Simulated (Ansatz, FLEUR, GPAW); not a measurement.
# Si: programs and potentials compared

```
Si
1.0
     0.00000    2.72185    2.72185
     2.72185    0.00000    2.72185
     2.72185    2.72185    0.00000
Si
2
Cartesian
  2.7219 2.7219 2.7219
  4.0828 4.0828 4.0828
```

Alike in all runs: task equation of state; functional BLYP; k mesh 8 × 8 × 8; occupations fermi-dirac, width 0.05 eV; no spin polarisation; no spin-orbit coupling.

```csv
program and potentials,plane-wave cutoff (eV),notes,equilibrium volume (Å³/atom),bulk modulus (GPa)
"Ansatz, Ansatz PAW",420,"potentials made for PBE, which Ansatz adapts in part",21.17,78.7
"GPAW, PAW data sets generated for this functional",600,-,?,?
"FLEUR, all-electron, FLAPW",-,-,21.12,79.2
```

Question: Estimate from the other rows what the run with GPAW, PAW data sets generated for this functional gave.

Answer: Equilibrium volume 21.19 Å³/atom; bulk modulus 78.9 GPa. The other rows, which needn't bracket it: equilibrium volume 21.12 to 21.17; bulk modulus 78.7 to 79.2.
